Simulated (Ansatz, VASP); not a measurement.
## Two plane-wave programs on GaP

```
Ga P
1.0
     0.00000    2.78026    2.78026
     2.78026    0.00000    2.78026
     2.78026    2.78026    0.00000
Ga P
1 1
Direct
  0.00000 0.00000 0.00000
  0.25000 0.25000 0.25000
```

Alike in both runs: task single point; functional PBE; k mesh 6 × 6 × 6; no spin polarisation.

|  | VASP | Ansatz |
| --- | --- | --- |
| version | VASP 6.6.1 | Ansatz 0.2.0 |
| potentials or method | VASP PAW PBE potentials, release 64 (Ga_d, P) | plane waves, PAW |
| plane-wave cutoff (eV) | 520 | 420 |
| occupations | gaussian, width 0.01 eV | fixed |
| valence electrons in the cell | 18 | 18 |

Ansatz gave:

```
gap on the k mesh at the Fermi level (eV) : 1.34
pressure (GPa)                            : -2.1
```

Problem. Estimate VASP's values.

Solution. gap on the k mesh at the Fermi level (eV): 1.33; pressure (GPa): -2.2.

A k mesh can miss the band edges. PBE gaps usually lie below the measured ones, often by a third to a half.
